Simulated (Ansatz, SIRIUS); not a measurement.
## Zr: equilibrium volume by level of theory

It takes space group P6_3/mmc (No. 194, hexagonal). Conventional cell: a = 3.232 Å, b = 3.232 Å, c = 5.147 Å, α = 90.00°, β = 90.00°, γ = 120.00°. Zr (site symmetry -6m2) has 12 Zr at 3.18 to 3.23 Å as nearest neighbours.

```tsv
rung	level	program and potentials	cutoff (eV)	k mesh	smearing	core time	chip	equilibrium volume (Å³/atom)	notes
GGA	PBE	Ansatz, Ansatz PAW	420	9 × 9 × 5	fermi-dirac 0.05	7.2 s	Arm Neoverse V2	23.39	-
GGA	revPBE	Ansatz, Ansatz PAW	420	9 × 9 × 5	fermi-dirac 0.05	7.6 s	Arm Neoverse V2	23.79	potentials made for PBE, which Ansatz adapts in part
GGA	RPBE	Ansatz, Ansatz PAW	420	9 × 9 × 5	fermi-dirac 0.05	8 s	Arm Neoverse V2	23.95	potentials made for PBE, which Ansatz adapts in part
LDA	LDA	Ansatz, Ansatz PAW	420	9 × 9 × 5	fermi-dirac 0.05	8.9 s	Arm Neoverse V2	21.80	potentials made for PBE, which Ansatz adapts in part
GGA	PBEsol	Ansatz, Ansatz PAW	420	9 × 9 × 5	fermi-dirac 0.05	9.1 s	Arm Neoverse V2	22.47	potentials made for PBE, which Ansatz adapts in part
GGA	BLYP	Ansatz, Ansatz PAW	420	9 × 9 × 5	fermi-dirac 0.05	11 s	Arm Neoverse V2	24.16	potentials made for PBE, which Ansatz adapts in part
GGA	PBEsol	Ansatz, all-electron LAPW, scalar-relativistic	-	9 × 9 × 5	fermi-dirac 0.05	14 s	AMD EPYC 9R45 Zen 5	22.47	-
GGA + dispersion	PBE+D3(BJ)	Ansatz, Ansatz PAW	420	9 × 9 × 5	fermi-dirac 0.05	14 s	Intel Xeon Skylake/Cascade Lake	22.45	-
meta-GGA	r2SCAN	Ansatz, Ansatz PAW	500	9 × 9 × 5	fermi-dirac 0.05	18 s	Arm Neoverse V2	23.49	potentials made for PBE, which Ansatz adapts in part
GGA + dispersion	PBEsol+D3(BJ)	Ansatz, Ansatz PAW	420	9 × 9 × 5	fermi-dirac 0.05	18 s	Intel Xeon Skylake/Cascade Lake	21.49	potentials made for PBE, which Ansatz adapts in part
GGA + dispersion	PBEsol+D3(BJ)	SIRIUS, PseudoDojo 0.4.1 PBE standard (scalar relativistic)	915	4 × 4 × 2	fermi-dirac 0.05	39 s	Arm Neoverse V2	21.67	coarse mesh; potentials made for PBE
```

Times are single runs on shared hosts and different chips, so they are rough; meshes, cutoffs and the tasks' sizes weigh on the time. Task: relaxation of cell and atoms. All rows: no spin polarisation. Smearing widths are in eV. For a metal such meshes aren't converged. Meshes differ between rows, which moves values too. Meshes are those of the run's cell of 2 atoms unless a note names another. Relaxations start from the cell shown or near it and stop with a little pressure left. Runs on faulty files, with rough fits or with known faults for this quantity aren't shown. No row holds spin-orbit coupling.

By rung: LDA 21.80; GGA 22.47 to 24.16; GGA + dispersion 21.49 to 22.45; meta-GGA 23.49; GGA + dispersion on coarse meshes 21.67 (Å³/atom).

The equilibrium volume of Zr follows the treatment of exchange. LDA gives 21.80 Å³/atom, the overbinding familiar in transition metals. Gradient corrections favour the more inhomogeneous density of an expanded lattice, weakening the cohesion from the partly filled 4d band. PBEsol, with its weaker gradient dependence of exchange, therefore stays more compact than PBE, while revPBE and RPBE expand further. BLYP gives the largest volume, probably in part because its correlation doesn't recover the uniform-electron-gas limit, a handicap in a metal.

PBE and r2SCAN fall close to the known experimental volume, but their small separation doesn't establish a ranking. Adding D3(BJ) contracts the lattice with both PBE and PBEsol, taking the latter below even LDA. This suggests excess attraction, since pairwise dispersion describes the screening by itinerant electrons poorly and may duplicate binding already in the functional. The matching PAW and all-electron PBEsol volumes argue against a large potential error for that functional. Agreement in volume alone doesn't establish accurate elastic constants or phase energetics.
